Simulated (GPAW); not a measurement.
Wanted: an ASE script for a GPAW 26.7.0 run.

```yaml
Task: single point
Functional: PBE
Potentials_or_basis: GPAW PAW data sets (gpaw-data 1.2.1)
Cutoff: 600 eV
Basis: pw
k_mesh: 9 × 9 × 9
Occupations: fermi-dirac, width 0.05 eV
Spin: no spin polarisation
Maxiter: 120
Convergence: default
```

The system is TiC.

```xyz
2
Lattice="0.0000 2.1657 2.1657 2.1657 0.0000 2.1657 2.1657 2.1657 0.0000" Properties=species:S:1:pos:R:3 pbc="T T T"
Ti    0.0000    0.0000    0.0000
C     2.1657    2.1657    2.1657
```

The cell is a database's computed one.

These files were run (other wordings do the same):

run.py

```python
from ase import Atoms
from ase.dft.bandgap import bandgap
from ase.io import write
from ase.units import GPa
from gpaw import GPAW, PW

atoms = Atoms(['Ti', 'C'],
              cell=[[0.0, 2.1657188437, 2.1657188437],
                    [2.1657188437, 0.0, 2.1657188437],
                    [2.1657188437, 2.1657188437, 0.0]],
              scaled_positions=[[0.0, 0.0, 0.0],
                                [0.5, 0.5, 0.5]],
              pbc=True)

calc = GPAW(mode=PW(600),
            xc='PBE',
            kpts={'size': (9, 9, 9), 'gamma': True},
            occupations={'name': 'fermi-dirac', 'width': 0.05},
            nbands=18,
            maxiter=120,
            txt='gpaw.txt')
atoms.calc = calc
energy = atoms.get_potential_energy()
forces = atoms.get_forces()
stress = atoms.get_stress()
calc.write('gs.gpw')
write('result.traj', atoms)
print(f'Energy: {energy:.6f} eV')
print('Forces (eV/A):')
print(forces.round(4))
print('Stress (GPa):', (stress / GPa).round(3))
print('Fermi level:', round(calc.get_fermi_level(), 4), 'eV')
print(f'Gap: {bandgap(calc)[0]:.4f} eV, direct: {bandgap(calc, direct=True)[0]:.4f} eV')
```

Potentials or basis: GPAW PAW data sets (gpaw-data 1.2.1), pw.

The run is started by

```console
$ OMP_NUM_THREADS=1 python run.py
```

It gave:

- Pressure: 0.7 GPa
- Band gap on the k mesh: none (metal or under the smearing width)

Caveat: the cutoff is short for stress and forces, so pressures can be off by a GPa or more.

Wall time 9.8 s on 1 thread of Arm Neoverse V2 (shared host), peak memory 0.14 GiB.
